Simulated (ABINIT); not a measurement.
# Nb (Im-3m) in ABINIT: single point with HSE06

Aim: the single point of Nb with HSE06.

Program: ABINIT 10.8.3 (patched build). These are calculated values, not measurements. Logs are shortened: lines on timing, memory, paths and dates and some standing lists are left out, and cuts for length are marked. The log counts tension as positive stress, the text compression.

## 1. The structure

Symmetry: Im-3m, No. 229, cubic system. The conventional cell has a = 3.328 Å, b = 3.328 Å, c = 3.328 Å, α = 90.00°, β = 90.00°, γ = 90.00°. Around Nb (site symmetry m-3m) lie 8 Nb at 2.88 Å.

## 2. Single point, HSE06

run.abi reads:

```
pp_dirpath "./"
pseudos "41_Nb_13_1.5_1.7_pbe_n_v1.0.psp8"

acell 5.4462775076 5.4462775076 5.4462775076
rprim
    -0.5773502692     0.5773502692     0.5773502692
     0.5773502692    -0.5773502692     0.5773502692
     0.5773502692     0.5773502692    -0.5773502692
ntypat 1
znucl 41
natom 1
typat 1
xred
     0.0000000000     0.0000000000     0.0000000000

ecut 26.0

kptopt 1
ngkpt 8 8 8
nshiftk 1
shiftk 0.0 0.0 0.0

ixc -428
fockdownsampling 2 2 2

nband 11
occopt 3
tsmear 0.00183747

nstep 60
toldfe 1.0e-7

iomode 3
prtwf 0
prteig 0
prtebands 0
enunit 2
prtden 1
prtvha 1
prtvclmb 1
prtpot 1
prtelf 1
```

Potentials or basis: SPMS NC PBE v1.0.

On the command line:

```
> mpirun --bind-to none -np 4 abinit run.abi > log 2>&1
```

run.abo:

```text
.Version 10.8.3 of ABINIT
 Symmetries : space group Im -3 m (#229); Bravais cI (body-center cubic)
================================================================================
 Values of the parameters that define the memory need of the present run
     intxc =       0    ionmov =       0      iscf =       7    lmnmax =       6
     lnmax =       6     mgfft =      27  mpssoang =       3    mqgrid =    3001
     natom =       1  nloc_mem =       1    nspden =       1   nspinor =       1
    nsppol =       1      nsym =      48    n1xccc =    2501    ntypat =       1
    occopt =       3   xclevel =       2
       mpw =         802          nfft =       19683          nkpt =          29
================================================================================
================================================================================

--------------------------------------------------------------------------------
------------- Echo of variables that govern the present computation ------------
--------------------------------------------------------------------------------
 -outvars: echo values of preprocessed input variables --------
            acell      5.4462775076E+00  5.4462775076E+00  5.4462775076E+00 Bohr
              amu      9.29063800E+01
             ecut      2.60000000E+01 Hartree
           enunit           2
 fockdownsampling           2       2       2
              ixc        -428
                       outvar_i_n : Printing only first  50 k-points.
         kptrlatt        8    0    0      0    8    0      0    0    8
          kptrlen      4.35702201E+01
            natom           1
            nband          11
          nbandhf          11
            ngfft          27      27      27
             nkpt          29
           nkpthf          64
            nstep          60
             nsym          48
           ntypat           1
           occopt           3
        optforces           0
        optstress           0
        prtebands           0
           prteig           0
           prtelf           1
           prtpot           1
         prtvclmb           1
           prtvha           1
            prtwf           0
            rprim     -5.7735026920E-01  5.7735026920E-01  5.7735026920E-01
                       5.7735026920E-01 -5.7735026920E-01  5.7735026920E-01
                       5.7735026920E-01  5.7735026920E-01 -5.7735026920E-01
          spgroup         229
           toldfe      1.00000000E-07 Hartree
           tsmear      1.83747000E-03 Hartree
            typat      1
          usefock           1
            znucl       41.00000

================================================================================

 chkinp: Checking input parameters for consistency.

================================================================================
== DATASET  1 ==================================================================

--- !DatasetInfo
[... 73 lines left out ...]
--------------------------------------------------------------------------------
 End of ELF section

--- !ResultsGS
iteration_state: {dtset: 1, }
comment   : Summary of ground state results
lattice_vectors:
- [ -3.1444098,   3.1444098,   3.1444098, ]
- [  3.1444098,  -3.1444098,   3.1444098, ]
- [  3.1444098,   3.1444098,  -3.1444098, ]
lattice_lengths: [   5.44628,    5.44628,    5.44628, ]
lattice_angles: [109.471, 109.471, 109.471, ] # degrees, (23, 13, 12)
lattice_volume:   1.2435905E+02
convergence: {deltae: -1.302E-08, res2:  1.602E-07, residm:  7.294E-09, diffor:  0.000E+00, }
etotal    :  -6.25368733E+01
entropy   :   0.00000000E+00
fermie    :   4.70878544E-01
cartesian_stress_tensor: null
pressure_GPa: null
xred      :
- [  0.0000E+00,   0.0000E+00,   0.0000E+00, Nb]
cartesian_forces: null
force_length_stats: {min: null, max: null, mean: null, }
...

 Integrated electronic density in atomic spheres:
 ------------------------------------------------
 Atom  Sphere_radius  Integrated_density
    1        2.00000          9.33037145
================================================================================

 ----iterations are completed or convergence reached----

 Mean square residual over all n,k,spin=   28.159E-12; max=  72.935E-10
 reduced coordinates (array xred) for    1 atoms
       0.000000000000      0.000000000000      0.000000000000

 cartesian coordinates (angstrom) at end:
    1      0.00000000000000     0.00000000000000     0.00000000000000
 length scales=  5.446277507600  5.446277507600  5.446277507600 bohr
              =  2.882045939320  2.882045939320  2.882045939320 angstroms
 Fermi (or HOMO) energy (hartree) =   0.47088   Average Vxc (hartree)=  -0.38417
 Eigenvalues (hartree) for nkpt=  29  k points:
 kpt#   1, nband= 11, wtk=  0.00195, kpt=  0.0000  0.0000  0.0000 (reduced coord)
  -1.66632   -0.70571   -0.70571   -0.70571    0.21921    0.49931    0.49931    0.49931
   0.61984    0.61984    1.03037
      occupation numbers for kpt#   1
   2.00000    2.00000    2.00000    2.00000    2.00000    0.00000    0.00000    0.00000
   0.00000    0.00000    0.00000
 prteigrs : prtvol=0 or 1, do not print more k-points.

 Fermi (or HOMO) energy (eV) =  12.81326   Average Vxc (eV)= -10.45384
 Eigenvalues (   eV  ) for nkpt=  29  k points:
 kpt#   1, nband= 11, wtk=  0.00195, kpt=  0.0000  0.0000  0.0000 (reduced coord)
 -45.34290  -19.20341  -19.20341  -19.20341    5.96509   13.58703   13.58703   13.58703
  16.86682   16.86682   28.03786
 prteigrs : prtvol=0 or 1, do not print more k-points.

--- !EnergyTerms
iteration_state     : {dtset: 1, }
comment             : Components of total free energy in Hartree
kinetic             :  1.76538311913482E+01
hartree             :  7.61746319734444E+00
xc                  : -1.18324566373559E+01
Ewald energy        : -4.88987198703749E+01
psp_core            :  2.13602477689152E+00
local_psp           : -3.40599724657362E+01
non_local_psp+x     :  4.84722090318943E+00
internal            : -6.25366089046934E+01
'-kT*entropy'       : -2.64415493340621E-04
total_energy        : -6.25368733201868E+01
...

--- !EnergyTermsDC
iteration_state     : {dtset: 1, }
comment             : '"Double-counting" decomposition of free energy'
band_energy         : -5.69483509507124E+00
Ewald energy        : -4.88987198703749E+01
psp_core            :  2.13602477689152E+00
xc_dc               : -1.00790779128375E+01
internal            : -6.25366081013921E+01
'-kT*entropy'       : -2.64415493340621E-04
total_energy_dc     : -6.25368725168855E+01
...

== END DATASET(S) ==============================================================
================================================================================

 -outvars: echo values of variables after computation  --------
            acell      5.4462775076E+00  5.4462775076E+00  5.4462775076E+00 Bohr
           etotal     -6.2536873320E+01
            fcart      9.9999999999E+99  9.9999999999E+99  9.9999999999E+99
            rprim     -5.7735026920E-01  5.7735026920E-01  5.7735026920E-01
                       5.7735026920E-01 -5.7735026920E-01  5.7735026920E-01
                       5.7735026920E-01  5.7735026920E-01 -5.7735026920E-01
           strten      9.9999999999E+99  9.9999999999E+99  9.9999999999E+99
                       9.9999999999E+99  9.9999999999E+99  9.9999999999E+99
 Calculation completed.
```

It took 8.8 min on 4 MPI ranks of Arm Neoverse V1, shared host; peak memory 0.28 GiB.

Results:

| Property | Result |
| --- | --- |
| Free energy | -1701.7150 eV |
| Band gap on the k mesh | none (metal or under the smearing width) |
| Valence electrons inside the program's atomic spheres | Nb 9.33 (radii [1.0584] Å) |

Levels at points of the mesh, in eV from the Fermi level:
```csv
k point,band 3,band 4,band 5,band 6,band 7,band 8,band 9,band 10
"(0.00, 0.00, 0.00)",-32.02,-32.02,-6.85,0.77,0.77,0.77,4.05,4.05
"(0.50, 0.00, 0.00)",-32.45,-32.02,-4.17,-1.73,2.14,4.07,4.76,7.16
"(0.50, 0.50, 0.50)",-32.96,-32.96,-4.13,-4.13,6.41,6.41,6.41,9.72
```

Caveat: Libxc's HSE differs a little from that of other programs; the potentials were made for another functional, which shifts forces and pressure.
